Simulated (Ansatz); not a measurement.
# Zn: pressure against volume

Zn, Fm-3m, a = 3.929 Å. This isn't the element's structure at ambient conditions. Ansatz: PBE, PAW, 420 eV, Γ-centred 18×18×18 mesh on 1 atom, Gaussian smearing 0.10 eV; no spin polarisation. Symmetry fixes shape and atoms, so the cell is only scaled; pressure is positive in compression.

| V (Å³/atom) | P (GPa) |
| --- | --- |
| 13.342 | 12.12 |
| 13.796 | 8.18 |
| 14.251 | 4.93 |
| 14.706 | 2.24 |
| 15.161 | -0.02 |
| 15.616 | ? |
| 16.070 | -3.44 |
| 16.677 | -5.09 |

Problem. Take V0 = 15.161 Å³/atom, count pressures from its P0 = -0.02 GPa, fit the third-order Birch–Murnaghan form to the other rows, and predict the missing pressure.

Solution. With the Eulerian strain f = ½[(V0/V)^(2/3) − 1] and y = (P − P0)/[3f(1 + 2f)^(5/2)], the form is the line y = B0 + 1.5 B0 (B0′ − 4) f. Rows (f, y): 0.04447, 73.5; 0.03246, 72.0; 0.02106, 70.7; 0.01026, 69.8; -0.01904, 66.0; -0.03078, 64.4. Means f = 0.009738, y = 69.400; Σ(Δf)² = 0.004321, ΣΔfΔy = 0.5168; the slope is their ratio. y = 68.24 + 119.6 f GPa, so B0 = 68.2 GPa and B0′ = 4 + 2 × (119.6)/(3 × 68.24) = 5.17. At V = 15.616, f = -0.00976, y = 67.07 and P = -1.89 GPa. The run gave -1.89 GPa, the same to the digits shown.